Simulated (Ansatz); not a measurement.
# WS2: the cost of one run

Method: DFT PBE+D3(BJ), scalar-relativistic, plane waves, PAW, in Ansatz 0.2.0.

21 further runs of the same task are left out: 21 set aside as unsound or not needed.

### 1 The structure to begin with

Symmetry: R3m, No. 160, trigonal system. The conventional cell has a = 3.157 Å, b = 3.157 Å, c = 18.119 Å, α = 90.00°, β = 90.00°, γ = 120.00°. Around W (site symmetry 3m) lie 6 S at 2.41 Å. S (site symmetry 3m) is surrounded by 3 W at 2.41 Å.

Coordinates:

```xyz
3
Lattice="1.5786 0.9114 6.0396 -1.5786 0.9114 6.0396 0.0000 -1.8228 6.0396" Properties=species:S:1:pos:R:3 pbc="T T T"
W     0.0000    0.0000   -0.0119
S     0.0000    0.0000   13.6394
S     0.0000    0.0000   10.4939
```

This cell was relaxed beforehand with the same method: volume 17.38 Å³/atom, gap on the mesh 0.92 eV.

### 2 Setting up the map

Atoms count from 1 in the order of the input.

The lattice constant and the thickness of a sheet are varied, nothing relaxed.

- lattice constant a of the sheet (both vectors scaled alike): 7 values from 2.970 to 3.349 Å
- thickness: height of S3 above S1, all heights scaled alike: 7 values from 2.906 to 3.398 Å

Nothing else is relaxed. Points are written as (first, second).

### 3 Point (2.970 Å, 2.906 Å)

The sheet is isolated along c: the input cuts the Coulomb interaction between periodic copies.

input.yaml reads:

```yaml
crystal:
  lattice:
    - [2.97, 0.0, 0.0]
    - [-1.485, 2.5720954492, 0.0]
    - [0.0, 0.0, 32.2910878415]
  atoms:
    - { symbol: S, position: [0.3333333333, 0.6666666667, 0.4550091869] }
    - { symbol: W, position: [0.6666666667, 0.3333333333, 0.5000061204] }
    - { symbol: S, position: [0.3333333333, 0.6666666667, 0.5450030581] }
  periodic: [true, true, false]
basis:
  ecutwfc: 420
kpoints:
  mp_grid: { grid: [12, 12, 1] }
hamiltonian:
  xc: pbe
  pseudopotentials: { kind: paw, azcp: { folder: soft_1 } }
  dispersion: d3bj
scf:
  occupations: { method: gaussian, width: 0.02 }
output:
  forces: true
  stress: true
  eigenvalues: true
```

The run is started by

```sh
$ ansatz run input.yaml --threads 1 --pin off --max-ram 3072MiB --backend cpu --events-out ev --progress --plain --runs-dir out
```

**Question.** How long does this run take on 1 thread of Arm Neoverse V2, shared host, and how much memory does it need?

About 9.9 s, with a peak of 0.39 GiB.
